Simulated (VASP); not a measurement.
Si, 2 atoms in the cell. It takes space group Fd-3m (No. 227, cubic). Conventional cell: a = 5.431 Å, b = 5.431 Å, c = 5.431 Å, α = 90.00°, β = 90.00°, γ = 90.00°. Si (site symmetry -43m) has 4 Si at 2.35 Å as nearest neighbours. 

| Item | Value |
| --- | --- |
| Program | VASP 6.6.1 |
| Task | electric field gradients |
| Functional | LDA |
| Potentials or basis | VASP PAW LDA potentials, release 64 (Si) |
| Cutoff | 520 eV |
| k mesh | 11 × 11 × 11 |
| Occupations | fermi-dirac, width 0.08 eV |
| Spin | no spin polarisation |
| Dipole correction | no |
| Further INCAR settings | ALGO = Fast; EDIFF = 1e-08; NBANDS = 11 |

Potentials or basis: VASP PAW LDA potentials, release 64 (Si).

Command:

```bash
$ cat potpaw_LDA.64/Si/POTCAR > POTCAR
$ mpirun -np 1 vasp_std > vasp.out
```

Hardware: 1 thread of AMD EPYC 9R45 96-Core Processor (Zen 5), with other jobs on the host.

Q: How long does it take, and how much memory?

A: It took 16 s on 1 thread of AMD EPYC 9R45 96-Core Processor (Zen 5), with other jobs on the host, peak memory 0.11 GiB. Counts: scf iterations 16, k points 56.
